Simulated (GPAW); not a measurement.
Sb:

```
Sb
1.0
     3.16000    0.00000    0.00000
     0.00000    3.16000    0.00000
     0.00000    0.00000    3.16000
Sb
1
Cartesian
  0.0000 0.0000 0.0000
```

This isn't the form of Sb at room conditions, which is rhombohedral.

Base run:

- Program: GPAW 26.7.0
- Functional: LDA
- Potentials or basis: the program's PAW data sets (release 1.2.1) made for this functional
- Cutoff: 450 eV
- Basis: pw
- k mesh: 7 × 7 × 7
- Occupations: fermi-dirac, width 0.05 eV
- Spin: no spin polarisation

Its results: band gap on the k mesh none (metal or under the smearing width); pressure -7.7 GPa.

Task: After a change of settings the same cell gave: band gap on the k mesh none (metal or under the smearing width); pressure -4.4 GPa. Which change was it?
A. functional from LDA to r2SCAN; potentials or basis from the program's PAW data sets (release 1.2.1) made for this functional to GPAW PAW data sets (gpaw-data 1.2.1); cutoff from 450 eV to 500 eV
B. cutoff from 450 eV to 600 eV; k mesh from 7 × 7 × 7 to 8 × 8 × 8; occupations from fermi-dirac, width 0.05 eV to gaussian, width 0.1 eV
C. functional from LDA to PBEsol; potentials or basis from the program's PAW data sets (release 1.2.1) made for this functional to PAW data sets generated in the run's folder for this functional

Result: A.

Caveats: the cutoff is short for stress and forces, so pressures can be off by a GPa or more; the PAW data sets were made with another functional, which shifts forces and pressure a little (some runs).

Not every run made on this cell is shown here.
